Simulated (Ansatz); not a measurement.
## Pd in Ansatz: the effect of functional

Crystal: Pd.

```
Pd
1.0
     2.83826    0.00000    0.00000
    -1.41913    2.45801    0.00000
     0.00000    0.00000    4.71968
Pd
2
Direct
  0.33333 0.66667 0.25000
  0.66667 0.33333 0.75000
```

This isn't the form of Pd at room conditions, which is fcc.

The cell isn't the ideal one: volume scaled by 1.06.

Alike in all runs:

```yaml
Program: Ansatz 0.2.0
Task: single point
Potentials_or_basis: Ansatz PAW
k_mesh: 11 × 11 × 6
Occupations: fermi-dirac, width 0.05 eV
Spin: no spin polarisation
```

```tsv
functional	cutoff	pressure (GPa)
LDA	420 eV (not typed: the program's choice for these potentials)	-22.1
PBEsol	420 eV (not typed: the program's choice for these potentials)	?
r2SCAN	500 eV (not typed: the program's choice for these potentials)	-12.8
```

What does the run with functional PBEsol give?

Pressure -17.2 GPa.

Caveats: the PAW data sets come from PBE, with cores solved anew for the run's functional, which leaves a small shift of forces and pressure.
